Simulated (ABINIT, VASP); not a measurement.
ZnO: equilibrium volume by level of theory

Symmetry: P6_3mc, No. 186, hexagonal system. The conventional cell has a = 3.249 Å, b = 3.249 Å, c = 5.206 Å, α = 90.00°, β = 90.00°, γ = 120.00°. Zn (site symmetry 3m) has 4 O at 1.97 to 1.98 Å as nearest neighbours. Around O (site symmetry 3m) lie 4 Zn at 1.97 to 1.98 Å.

```csv
rung,level,program and potentials,cutoff (eV),k mesh,equilibrium volume (Å³/atom),notes
LDA,LDA,"ABINIT, PseudoDojo NC SR LDA v0.4.1 standard",1143,7 × 7 × 4,11.30,13 valence electrons an atom on average
LDA,LDA,"VASP, LDA PAW files O, Zn, 600 eV",600,9 × 9 × 5,11.40,9 valence electrons an atom on average
GGA,PBE,"VASP, PBE PAW files O, Zn, 600 eV",600,9 × 9 × 5,12.39,9 valence electrons an atom on average
GGA,PBEsol,"ABINIT, PseudoDojo NC SR PBEsol v0.4.1 standard",1034,7 × 7 × 4,11.74,13 valence electrons an atom on average
GGA,PBEsol,"VASP, PBE PAW files O, Zn, 600 eV",600,9 × 9 × 5,11.84,potentials made for PBE; 9 valence electrons an atom on average
GGA,RPBE,"VASP, PBE PAW files O, Zn, 600 eV",600,9 × 9 × 5,12.85,potentials made for PBE; 9 valence electrons an atom on average
meta-GGA,r2SCAN,"VASP, PBE PAW files O, Zn, 600 eV",600,9 × 9 × 5,11.87,potentials made for PBE; 9 valence electrons an atom on average
meta-GGA + dispersion,r2SCAN+D3(BJ),"VASP, PBE PAW files O, Zn, 600 eV",600,9 × 9 × 5,11.75,potentials made for PBE; 9 valence electrons an atom on average
meta-GGA,revTPSS,"VASP, PBE PAW files O, Zn, 600 eV",600,9 × 9 × 5,12.05,potentials made for PBE; 9 valence electrons an atom on average
```

Task: relaxation of cell and atoms. All rows: no spin polarisation. Meshes differ between rows, which moves values too. Meshes are those of the run's cell of 4 atoms unless a note names another. Relaxations start from the cell shown or near it and stop with a little pressure left. Runs on faulty files, with rough fits or with known faults for this quantity aren't shown. No row holds spin-orbit coupling.

By rung: LDA 11.30 to 11.40; GGA 11.74 to 12.85; meta-GGA 11.87 to 12.05; meta-GGA + dispersion 11.75 (Å³/atom).

The equilibrium volume of ZnO follows the form of the functional more than its rung. LDA gives the smallest cells and RPBE the largest, at 12.85 Å³/atom, while both meta-GGAs fall inside the GGA range. LDA overbinds the polar Zn–O bonds. Gradient corrections to exchange favour inhomogeneous densities and so weaken bonding at short distances, an effect that is strong in RPBE, smaller in PBE and deliberately softened in PBEsol. The D3 term adds pairwise attraction and contracts the r2SCAN cell from 11.87 to 11.75 Å³/atom.

The cell shown is close to the measured wurtzite lattice, and its volume lies nearest the r2SCAN and PBEsol results; LDA falls below it, PBE and RPBE clearly above. For both LDA and PBEsol, however, the two program and potential setups differ by nearly as much as the dispersion shift, so the data don't support a fine ranking of PBEsol against r2SCAN with or without D3. Zero-point and thermal expansion, absent from these static volumes but present in measured ones, further blur such a ranking.
